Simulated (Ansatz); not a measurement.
**Ge-73 NMR of the central transition in GeS**

Cell: a structure deposited in the COD whose atoms were relaxed with PBE, the cell held.

Space group Pnma (No. 62); a = 10.4810, b = 3.6460, c = 4.2990 Å.

| site | Wyckoff | site symmetry | x | y | z |
| --- | --- | --- | --- | --- | --- |
| Ge | 4c | .m. | 0.1211 | 0.2500 | 0.1275 |
| S | 4c | .m. | 0.8504 | 0.2500 | 0.4977 |

One atom of each set is listed.

Level of theory: DFT, PBE, plane waves and PAW (field gradients read without the response of the frozen cores, which leaves them typically 4 to 6 % off), scalar-relativistic, 420 eV cutoff, Γ-centred 3×8×7 k-points, Fermi–Dirac smearing 0.02 eV (Ansatz 0.2.0).

Ge-73 has I = 9/2 and Q = -196.0 mb (Pyykkö 2018); at 35.2 T its Larmor frequency is ν₀ = 52.4 MHz. Only the quadrupole interaction is simulated: positions count from each site's isotropic chemical shift, and shift anisotropy, dipolar and J coupling are left out.

Task: Give C_Q, η, the quadrupolar product P_Q = |C_Q|(1 + η²/3)^½, the second-order isotropic shift and the breadth of the pattern (static powder) for each Ge site.

Result: 

```tsv
site	first shell	C_Q (MHz)	η	P_Q (MHz)	δ_QIS (ppm)	breadth (kHz)
Ge	3 S at 2.45–2.46 Å; also 3 S at 3.25–3.26 Å	33.6	0.36	34.3	-595	206
```

δ_QIS = −(ν_Q²/30ν₀²)[I(I+1) − 3/4](1 + η²/3) × 10⁶ ppm with ν_Q = 3|C_Q|/[2I(2I−1)]; it falls as 1/B₀² in ppm, and the breadth as 1/B₀ in kHz.

At Ge V_zz stands upright on the plane through its three neighbours (within 6°).

The relaxation (4 steps) took 28 s of wall time (28 s of CPU time) and 0.62 GiB at its peak, on 1 thread of AMD EPYC 9R14 (Zen 4) (x86_64; 16 cores open to the job, memory cap 3.0 GiB, no GPU), a shared host with a load of 0.2 a core.
